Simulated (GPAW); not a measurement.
Set up this calculation in GPAW 26.7.0, as an ASE script.

- Task: band structure
- Functional: MS2
- Potentials or basis: GPAW PAW data sets (gpaw-data 1.2.1)
- Cutoff: 800 eV
- Basis: pw
- k mesh: 7 × 7 × 4
- Occupations: fermi-dirac, width 0.05 eV
- Spin: no spin polarisation
- Maxiter: 150
- Band path: GMKGALHA,LM,KH
- Band points: 80

The structure of AlN lies in AlN.xyz:

```xyz
4
Lattice="3.1130000000 0.0000000000 0.0000000000 -1.5565000000 2.6959370820 0.0000000000 0.0000000000 0.0000000000 4.9810000000" Properties=species:S:1:pos:R:3 pbc="T T T"
Al     1.5565000002      0.8986456939      2.4905000000
Al    -0.0000000002      1.7972913881      0.0000000000
N      1.5565000002      0.8986456939      4.3832800000
N     -0.0000000002      1.7972913881      1.8927800000
```

These files were run (other wordings do the same):

run.py

```python
from ase.dft.bandgap import bandgap
from ase.io import read, write
from ase.units import GPa
from gpaw import GPAW, PW

atoms = read('AlN.xyz')

calc = GPAW(mode=PW(800),
            xc='MGGA_X_MS2+GGA_C_REGTPSS',
            kpts={'size': (7, 7, 4), 'gamma': True},
            occupations={'name': 'fermi-dirac', 'width': 0.05},
            nbands=18,
            convergence={'density': 1e-05, 'energy': 1e-05},
            maxiter=150,
            txt='gpaw.txt')
atoms.calc = calc
energy = atoms.get_potential_energy()
forces = atoms.get_forces()
stress = atoms.get_stress()
calc.write('gs.gpw')
write('result.traj', atoms)
print(f'Energy: {energy:.6f} eV')
print('Forces (eV/A):')
print(forces.round(4))
print('Stress (GPa):', (stress / GPa).round(3))
print('Fermi level:', round(calc.get_fermi_level(), 4), 'eV')
print(f'Gap: {bandgap(calc)[0]:.4f} eV, direct: {bandgap(calc, direct=True)[0]:.4f} eV')

path = atoms.cell.bandpath('GMKGALHA,LM,KH', npoints=80, eps=1e-4)
bs_calc = calc.fixed_density(kpts=path, symmetry='off', nbands=29,
                             convergence={'bands': 'CBM+6.0', 'eigenstates': 1e-6}, txt='bands.txt')
bs = bs_calc.band_structure()
bs.write('bs.json')
print(f'Gap on the path: {bandgap(bs_calc)[0]:.4f} eV')
```

Potentials or basis: GPAW PAW data sets (gpaw-data 1.2.1), pw.

Run with:

```bash
$ OMP_NUM_THREADS=1 python run.py
```

Results of the run:

```
Pressure                : -0.1 GPa
Largest force           : 0.120 eV/Å
Band gap on the k mesh  : 4.59 eV, direct
Band gap along the path : 4.59 eV, direct
```

Caveat: the PAW data sets were made with another functional, which shifts forces and pressure a little.

Wall time 3.3 min on 1 thread of Arm Neoverse V1, on a shared host, peak memory 0.36 GiB.
